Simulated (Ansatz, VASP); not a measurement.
## Two plane-wave programs on BN

```
B N
1.0
     2.52746    0.00000    0.00000
    -1.26373    2.18885    0.00000
     0.00000    0.00000    4.18066
B N
2 2
Direct
  0.66667 0.33333 0.00031
  0.33333 0.66667 0.50031
  0.66667 0.33333 0.37469
  0.33333 0.66667 0.87469
```

Measurements of this composition are mostly on another form, of space group No. 194.

Alike in both runs: functional PBE; k mesh 12 × 12 × 6; occupations gaussian, width 0.02 eV; no spin polarisation.

Ansatz relaxed the structure, and its values are those at the end. VASP's run is a single point on that final structure, the one shown.

```csv
,VASP,Ansatz
version,VASP 6.6.1,Ansatz 0.2.0
potentials or method,"VASP PAW PBE potentials, release 64 (B, N)","scalar-relativistic, plane waves, PAW"
plane-wave cutoff (eV),520,420
valence electrons in the cell,16,16
```

Ansatz gave:

```
gap on the k mesh at the Fermi level (eV) : 5.16
least direct gap on the mesh (eV)         : 8.39
pressure (GPa)                            : 12.5
```

Task: What did VASP give for the same quantities?

Result: gap on the k mesh at the Fermi level (eV): 5.14; least direct gap on the mesh (eV): 8.39; pressure (GPa): 12.8.

Expect the measured gap to be larger: semilocal functionals such as PBE lack the derivative discontinuity. A k mesh can miss the band edges.
